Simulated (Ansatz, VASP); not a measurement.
# Two plane-wave programs on B

Contents of INCAR:

```
PREC = Accurate
ENCUT = 520
EDIFF = 1E-7
ISMEAR = -1
SIGMA = 0.1
LREAL = F
LASPH = T
NELM = 80
ALGO = Normal
ISIF = 2
LWAVE = F
LCHARG = F
GGA = PE
NBANDS = 8
```

KPOINTS

```
Automatic mesh
0
Gamma
  21 21 21
```

The input POSCAR:

```
B
1.0
    0.0000000000      1.4882473673      1.4882473673
    1.4882473673      0.0000000000      1.4882473673
    1.4882473673      1.4882473673      0.0000000000
B
1
Direct
    0.0000000000      0.0000000000      0.0000000000
```

Input for Ansatz:

```yaml
crystal:
  lattice:
    - [0.0, 1.4882473673, 1.4882473673]
    - [1.4882473673, 0.0, 1.4882473673]
    - [1.4882473673, 1.4882473673, 0.0]
  atoms:
    - { symbol: B, position: [0.0, 0.0, 0.0] }
hamiltonian:
  xc: pbe
  pseudopotentials:
    kind: paw
    azcp:
      B: "pseudopotentials/B.paw.azcp"
basis:
  ecutwfc: 420
  fft_grid_basis: typed
kpoints:
  mp_grid: { grid: [21, 21, 21], shift: [0, 0, 0] }
magnetization:
  spin_polarized: false
scf:
  occupations: { method: fermi_dirac, width: 0.1 }
  lower_state_search: "off"
output:
  stress: true
```

Alike in both runs: task single point; functional PBE; k mesh 21 × 21 × 21; occupations fermi-dirac, width 0.1 eV; no spin polarisation.

```csv
,VASP,Ansatz
version,VASP 6.6.1,Ansatz 0.2.0
potentials or method,"VASP PAW PBE potentials, release 64 (B)","plane waves (420 eV) with PAW, scalar-relativistic"
plane-wave cutoff (eV),520,420
valence electrons in the cell,3,3
```

|  | VASP | Ansatz | Ansatz less VASP |
| --- | --- | --- | --- |
| pressure (GPa) | -24.8 | -24.7 | +0.06 |

Caveats: so large a pressure means that the cell lies far from this level's equilibrium, or that cutoff or potentials fall short (VASP).
